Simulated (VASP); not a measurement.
Runs of VASP 6.6.1 on GaP. It takes space group F-43m (No. 216, cubic). The conventional cell has a = 5.506 Å, b = 5.506 Å, c = 5.506 Å, α = 90.00°, β = 90.00°, γ = 90.00°. Around Ga (site symmetry -43m) lie 4 P at 2.38 Å. Around P (site symmetry -43m) lie 4 Ga at 2.38 Å. 

| task | cell | gap on the mesh (eV) | pressure (GPa) |
| --- | --- | --- | --- |
| relaxation of the atoms | atoms relaxed from: a relaxed cell with its volume scaled by 0.94 | (a) | 5.4 |
| relaxation of the atoms | atoms relaxed from: a relaxed cell with its volume scaled by 1.06 | 1.11 | -3.9 |
| relaxation of the atoms | atoms relaxed | 1.58 | 0.0 |
| relaxation of the atoms | atoms relaxed from: a relaxed cell with its volume scaled by 1.02 | 1.42 | -1.4 |
| relaxation of cell and atoms | relaxed | 1.58 | 0.0 |
| relaxation of the atoms | atoms relaxed from: a relaxed cell with its volume scaled by 1.04 | 1.26 | -2.7 |
| relaxation of the atoms | atoms relaxed from: a relaxed cell with its volume scaled by 0.98 | (b) | 1.6 |

Alike in all rows: level PBE; potentials or basis VASP PAW PBE potentials, release 64 (Ga_d, P); no spin polarisation; k mesh 8 × 8 × 8; cutoff (eV) 600; smearing gaussian 0.03 eV.

Fill in the values left out.

(a) 1.59; (b) 1.64.

Caveats: the relaxation stopped at its first step, so nothing moved.

A k mesh can miss the band edges, and the runs leave out spin-orbit coupling on Ga.
